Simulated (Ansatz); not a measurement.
GaN: two-dimensional strain map

These are results of Ansatz, DFT r2SCAN, scalar-relativistic, plane waves, PAW, not measurements. Cutoff 500 eV, Γ-centred 10×10×10 k-points, Gaussian smearing of 0.05 eV. No spin polarisation. Energies are free energies at this smearing, counted from the undisturbed cell; pressure is positive in compression.

The undisturbed cell (as given, not relaxed at this level; it stands at -1.2 GPa; this zinc-blende form isn't the usual structure):

```
CELL_PARAMETERS angstrom
0.00000 2.25350 2.25350
2.25350 0.00000 2.25350
2.25350 2.25350 0.00000
ATOMIC_POSITIONS crystal
Ga 0.00000 0.00000 0.00000
N 0.75000 0.75000 0.75000
```

The cell is strained by p along both x and y and by q along z, fractional coordinates fixed. Points are written (p, q).

Energy above the undisturbed cell in meV/atom (a dash: not computed):

| p \ q | -0.080 | -0.040 | 0.000 | 0.040 | 0.080 |
| --- | --- | --- | --- | --- | --- |
| -0.080 | 500.2 | 333.7 | 221.3 | 159.2 | 143.7 |
| -0.040 | 202.2 | 103.1 | 46.8 | 30.7 | 51.9 |
| 0.000 | 59.8 | 12.9 | 0.0 | 19.0 | 67.8 |
| 0.040 | 38.7 | 31.6 | 51.5 | 96.7 | 165.6 |
| 0.080 | 110.8 | 133.5 | 177.6 | 241.7 | 324.6 |

Pressure in GPa:

```
 p \ q  -0.080  -0.040  0.000  0.040  0.080
-0.080    80.5    60.5   43.6   29.4   17.4
-0.040    43.6    29.3   17.3    7.2   -1.2
 0.000    17.2     7.2   -1.2   -8.2  -13.9
 0.040    -1.4    -8.2  -13.9  -18.6  -22.3
 0.080   -14.2   -18.7  -22.3  -25.3  -27.6
```

Gap on the k-mesh in eV:

```
 p \ q  -0.080  -0.040  0.000  0.040  0.080
-0.080    3.78    3.43   3.07   2.69   2.27
-0.040    3.10    2.95   2.60   2.24   1.87
 0.000    2.45    2.28   2.13   1.79   1.45
 0.040    1.83    1.65   1.49   1.34   1.03
 0.080    1.22    1.04   0.88   0.74   0.60
```